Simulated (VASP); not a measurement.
All values below come from optB88-vdW, VASP's PBE PAW potentials (set 64) (plane waves; VASP).

A VASP calculation is set up with these files.

**INCAR**
```
PREC  =  Accurate
NELM  =  100   # most electronic steps
LREAL  =  F   # projection in real space or not
LWAVE  =  F
LMAXMIX  =  4   # l cut-off of mixed one-centre charges
EDIFF  =  1E-7   # SCF stop (eV)
LORBIT  =  11
ENCUT  =  520
SYSTEM  =  BaF2
PARAM2  =  0.22
ALGO  =  Normal
ISMEAR  =  0   # Gaussian
LUSE_VDW  =  T
SIGMA  =  0.05   # width (eV)
LASPH  =  T   # aspherical one-centre terms
ICHARG  =  11   # fixed density
GGA  =  BO
PARAM1  =  0.1833333333
LCHARG  =  F
AGGAC  =  0.0
```

**KPOINTS**
```
k-points along high-symmetry lines
15
Line-mode
Reciprocal
  0.000000   0.000000   0.000000 ! GAMMA
  0.500000   0.000000   0.500000 ! X

  0.500000   0.000000   0.500000 ! X
  0.625000   0.250000   0.625000 ! U

  0.375000   0.375000   0.750000 ! K
  0.000000   0.000000   0.000000 ! GAMMA

  0.000000   0.000000   0.000000 ! GAMMA
  0.500000   0.500000   0.500000 ! L

  0.500000   0.500000   0.500000 ! L
  0.500000   0.250000   0.750000 ! W

  0.500000   0.250000   0.750000 ! W
  0.500000   0.000000   0.500000 ! X
```

**POSCAR**
```
BaF2
1.0
  0.0000000000   3.1158332123   3.1158332123
  3.1158332123   0.0000000000   3.1158332123
  3.1158332123   3.1158332123   0.0000000000
Ba F
1 2
Direct
  0.0000000000   0.0000000000   0.0000000000
  0.2500000000   0.2500000000   0.2500000000
  0.7500000000   0.7500000000   0.7500000000
```

POTCAR, in this order: Ba_sv F (PBE.64 set). Program: vasp_std. Read from the step before: CHGCAR.

The run wrote:

### OUTCAR
```
 ion  position               nearest neighbor table
   1  0.000  0.000  0.000-   3 2.70   3 2.70   3 2.70   2 2.70   3 2.70   2 2.70   2 2.70   2 2.70
  LATTYP: Found a face centered cubic cell.
 ALAT       =     6.2316664246
 Subroutine PRICEL returns:
 Original cell was already a primitive cell.
 Subroutine GETGRP returns: Found 48 space group operations
The static configuration has the point symmetry O_h .
The dynamic configuration has the point symmetry O_h .
 Subroutine INISYM returns: Found 48 space group operations
   k-points           NKPTS =     90   k-points in BZ     NKDIM =     90   number of bands    NBANDS=     16
   number of dos      NEDOS =    301   number of ions     NIONS =      3
   total plane-waves  NPLWV =  46656
   dimension x,y,z NGX =    36 NGY =   36 NGZ =   36
   dimension x,y,z NGXF=    72 NGYF=   72 NGZF=   72
   ions per type =               1   2
   PREC   = accura    normal or accurate (medium, high low for compatibility)
   ISTART =      0    job   : 0-new  1-cont  2-samecut
   ICHARG =     11    charge: 1-file 2-atom 10-const
   ISPIN  =      1    spin polarized calculation?
   LNONCOLLINEAR =      F non collinear calculations
   LSORBIT =      F    spin-orbit coupling
   INIWAV =      1    electr: 0-lowe 1-rand  2-diag
   ENCUT  =  520.0 eV  38.22 Ry    6.18 a.u.   8.19  8.19  8.19*2*pi/ulx,y,z
   NELM   =    100;   NELMIN=  2; NELMDL= -5     # of ELM steps
...
```

**OSZICAR**
```
       N       E                     dE             d eps       ncg     rms          rms(c)
DAV:   1     0.160997391394E+03    0.16100E+03   -0.13080E+04  2880   0.140E+03
DAV:   2    -0.454480099531E+01   -0.16554E+03   -0.16219E+03  3928   0.283E+02
DAV:   3    -0.114074608583E+02   -0.68627E+01   -0.68553E+01  3904   0.663E+01
DAV:   4    -0.115288737089E+02   -0.12141E+00   -0.12140E+00  3920   0.694E+00
DAV:   5    -0.115316846463E+02   -0.28109E-02   -0.28109E-02  4000   0.691E-01
DAV:   6    -0.115317119894E+02   -0.27343E-04   -0.27343E-04  3832   0.620E-02
DAV:   7    -0.115317128397E+02   -0.85033E-06   -0.85034E-06  3896   0.681E-03
DAV:   8    -0.115317128725E+02   -0.32864E-07   -0.32849E-07  2888   0.111E-03
   1 F= -.11531713E+02 E0= -.11531713E+02  d E =-.523955E-15
```

**OUTCAR**
```
 val. band max:       -2.4155356681   @ k =   0.2143   0.2143   0.4286

 cond. band min:       4.1213276771   @ k =   0.0000   0.0000   0.0000



 k-point     1 :       0.0000    0.0000    0.0000
  band No.  band energies     occupation
      1     -25.4635      2.00000
      2     -21.1907      2.00000
      3     -21.1704      2.00000
      4     -10.2798      2.00000
      5     -10.2798      2.00000
      6     -10.2798      2.00000
      7      -3.8509      2.00000
      8      -3.8509      2.00000
      9      -3.8509      2.00000
     10      -2.4939      2.00000
     11      -2.4939      2.00000
     12      -2.4939      2.00000
     13       4.1213      0.00000
     14       6.7829      0.00000
     15       6.7829      0.00000
     16       8.9721      0.00000

 k-point     2 :       0.0357    0.0000    0.0357
  band No.  band energies     occupation
      1     -25.4605      2.00000
      2     -21.1922      2.00000
      3     -21.1743      2.00000
      4     -10.2849      2.00000
      5     -10.2849      2.00000
      6     -10.2782      2.00000
      7      -3.8418      2.00000
      8      -3.8418      2.00000
      9      -3.8367      2.00000
     10      -2.5161      2.00000
     11      -2.4919      2.00000
     12      -2.4919      2.00000
     13       4.1615      0.00000
     14       6.7643      0.00000
     15       6.7964      0.00000
     16       8.9493      0.00000

 k-point     3 :       0.0714    0.0000    0.0714
  band No.  band energies     occupation
      1     -25.4516      2.00000
      2     -21.1967      2.00000
      3     -21.1856      2.00000
      4     -10.2998      2.00000
      5     -10.2998      2.00000
      6     -10.2734      2.00000
      7      -3.8148      2.00000
      8      -3.8148      2.00000
      9      -3.7944      2.00000
     10      -2.5806      2.00000
     11      -2.4863      2.00000
     12      -2.4863      2.00000
     13       4.2792      0.00000
     14       6.7102      0.00000
...
```

The density is held fixed in this step, so its total energy and stress have no physical meaning. Unless said otherwise, spin-orbit coupling is left out, though it shifts the bands of the heavy elements here.

The compound is BaF2 in the fluorite structure. It was relaxed first.
